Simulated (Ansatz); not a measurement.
# WS2: the cost of one run

Method: DFT PBE, scalar-relativistic, plane waves, PAW, in Ansatz 0.2.0.

1 further run of the same task is left out (set aside as unsound or not needed).

## 1. The system as given

The structure is hexagonal, space group P-62m (No. 189). Conventional cell: a = 4.477 Å, b = 4.477 Å, c = 7.111 Å, α = 90.00°, β = 90.00°, γ = 120.00°. Around W (site symmetry 3m) lie 4 S at 2.03 to 2.29 Å. S (site symmetry m2m) is surrounded by 2 W at 2.29 Å and 4 S at 2.42 Å. Around S (site symmetry -62m) lie 2 W at 2.03 Å.

As a file:

```cif
data_structure
_symmetry_space_group_name_H-M 'P 1'
_symmetry_Int_Tables_number 1
_cell_length_a 4.4771
_cell_length_b 4.4771
_cell_length_c 7.1111
_cell_angle_alpha 90.000
_cell_angle_beta 90.000
_cell_angle_gamma 120.000
_cell_volume 123.44
loop_
_atom_site_label
_atom_site_type_symbol
_atom_site_fract_x
_atom_site_fract_y
_atom_site_fract_z
_atom_site_occupancy
W1 W 0.00000 0.00000 0.78516 1
W2 W 0.00000 0.00000 0.21484 1
S1 S 0.61833 0.00000 0.00000 1
S2 S 0.00000 0.61833 0.00000 1
S3 S 0.38167 0.38167 0.00000 1
S4 S 0.00000 0.00000 0.50000 1
```

The cell is invented: random cell by space group and Wyckoff sites (P-62m, No. 189). The dimensions are guesses.

## 2. A first look at the guess

input.yaml reads:

```yaml
crystal:
  lattice:
    - [4.47705831, 0.0, 0.0]
    - [-2.23852915, 3.87724623, 0.0]
    - [0.0, 0.0, 7.11114842]
  atoms:
    - { symbol: W, position: [0.0, 0.0, 0.78516478] }
    - { symbol: W, position: [0.0, 0.0, 0.21483522] }
    - { symbol: S, position: [0.61833013, 0.0, 0.0] }
    - { symbol: S, position: [0.0, 0.61833013, 0.0] }
    - { symbol: S, position: [0.38166987, 0.38166987, 0.0] }
    - { symbol: S, position: [0.0, 0.0, 0.5] }
basis:
  ecutwfc: 420
kpoints:
  mp_grid: { grid: [6, 6, 4] }
hamiltonian:
  xc: pbe
scf:
  occupations: { method: gaussian, width: 0.1 }
  lower_state_search: "off"
output:
  forces: true
  stress: true
  eigenvalues: true
```

Command:

```bash
$ ansatz run input.yaml --threads 1 --pin off --max-ram 2560MiB --backend cpu --events-out ev --progress --plain --runs-dir out
```

What time and memory should one allow on 1 thread of Intel Xeon Platinum 8259CL at 2.50GHz (Skylake/Cascade Lake), shared host?

About 7 s, with a peak of 0.41 GiB.
